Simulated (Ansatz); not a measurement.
Set up this calculation in Ansatz 0.2.0, as the native input.

| Item | Value |
| --- | --- |
| Task | band structure |
| Functional | r2SCAN |
| Potentials or basis | Ansatz PAW |
| Cutoff | 500 eV (not typed: the program's choice for these potentials) |
| k mesh | 11 × 11 × 11 |
| Occupations | fermi-dirac, width 0.05 eV |
| Spin | no spin polarisation |
| Path | [["G", "H", "N", "G", "P", "H"], ["P", "N"]] |
| Points for each segment of the path | 14 |

The system is Au.

```
Au
1.0
    -1.65727    1.65727    1.65727
     1.65727   -1.65727    1.65727
     1.65727    1.65727   -1.65727
Au
1
Direct
  0.00000 0.00000 0.00000
```

This isn't the form of Au at room conditions, which is fcc.

These files were run (other wordings do the same):

input.yaml

```yaml
crystal:
  lattice:
    - [-1.657269, 1.657269, 1.657269]
    - [1.657269, -1.657269, 1.657269]
    - [1.657269, 1.657269, -1.657269]
  atoms:
    - { symbol: Au, position: [0.0, 0.0, 0.0] }
hamiltonian:
  xc: r2scan
  pseudopotentials: { kind: paw }
kpoints:
  mp_grid: { grid: [11, 11, 11] }
  band_path:
    path:
      - [[0.0, 0.0, 0.0], [0.5, -0.5, 0.5], [0.0, 0.0, 0.5], [0.0, 0.0, 0.0], [0.25, 0.25, 0.25], [0.5, -0.5, 0.5]]
      - [[0.25, 0.25, 0.25], [0.0, 0.0, 0.5]]
    npoints: 14
scf:
  occupations: { method: fermi_dirac, width: 0.05 }
  n_extra_bands: 6
output:
  forces: true
  stress: true
  eigenvalues: true
  fatbands: true
```

Potentials or basis: Ansatz PAW.

Command:

```console
$ ansatz run input.yaml --threads 2 --pin off --max-ram 5632MiB --backend cpu --events-out ev --progress --plain --runs-dir out
```

It gave:

```
Pressure               : -4.1 GPa
Band gap on the k mesh : none (metal or under the smearing width)
```

Caveat: spin-orbit coupling is left out, which moves the levels of the heavy elements; the PAW data sets come from PBE, with cores solved anew for the run's functional, which leaves a small shift of forces and pressure.

It took 1.9 s on 2 threads of Arm Neoverse V2 (shared host), peak memory 0.32 GiB.
